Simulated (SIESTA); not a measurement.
Crystal: BAs.

```
As B
1.0
     0.00000    2.38850    2.38850
     2.38850    0.00000    2.38850
     2.38850    2.38850    0.00000
As B
1 1
Cartesian
  3.5827 3.5827 3.5827
  0.0000 0.0000 0.0000
```

| Property | Result |
| --- | --- |
| Program | SIESTA 5.4.2 |
| Task | relaxation of cell and atoms |
| Functional | PBE |
| Potentials or basis | PseudoDojo 0.4 standard (PBE files) |
| Basis | DZ (energy shift 0.002 Ry) |
| Grid cutoff | 500 Ry |
| Energy shift | 0.002 Ry |
| k mesh | 10 × 10 × 10 |
| Occupations | fermi-dirac, width 0.05 eV |
| Spin | no spin polarisation |

At the start: pressure 7.6 GPa; volume 13.63 Å³/atom.

Task: How do energy, volume and symmetry change on relaxing?

Result: Over 14 steps the energy falls by 18.8 meV/atom and the volume is 14.45 Å³/atom (+6.0 %); space group F-43m (No. 216, to 0.05 Å).

The path:
| step | energy change (eV) | largest force (eV/Å) | pressure (GPa) | volume (Å³) |
| --- | --- | --- | --- | --- |
| 1 | 0.0000 | 0.0005 | 7.57 | 27.25 |
| 2 | -0.0310 | 0.0059 | 3.07 | 28.21 |
| 3 | -0.0275 | 0.0153 | -3.36 | 29.78 |
| 4 | -0.0376 | 0.0107 | -0.20 | 28.93 |
| 5 | 0.5968 | 2.4941 | 3.83 | 29.04 |
| 6 | -0.0376 | 0.0138 | -0.20 | 28.93 |
| 7 | -0.0375 | 0.0361 | -0.18 | 28.93 |
| 8 | -0.0376 | 0.0026 | -0.20 | 28.93 |
| 9 | -0.0376 | 0.0043 | -0.19 | 28.93 |
| 10 | -0.0376 | 0.0152 | -0.17 | 28.92 |
| 11 | -0.0376 | 0.0083 | -0.18 | 28.93 |
| 12 | -0.0376 | 0.0071 | -0.16 | 28.92 |
| 13 | -0.0376 | 0.0052 | -0.12 | 28.91 |
| 14 | -0.0376 | 0.0022 | -0.05 | 28.90 |

Final structure:
```
CELL_PARAMETERS angstrom
0.00049 2.43591 2.43591
2.43591 0.00049 2.43591
2.43591 2.43591 0.00049
ATOMIC_POSITIONS crystal
As 0.75002 0.75002 0.75002
B 0.99998 0.99998 0.99998
```

Caveat: the basis has no polarisation orbitals; semicore shells carry a single zeta, which can move pressures by several GPa and volumes by a few percent; the basis of atomic orbitals isn't converged, which shifts pressures, moduli and gaps.
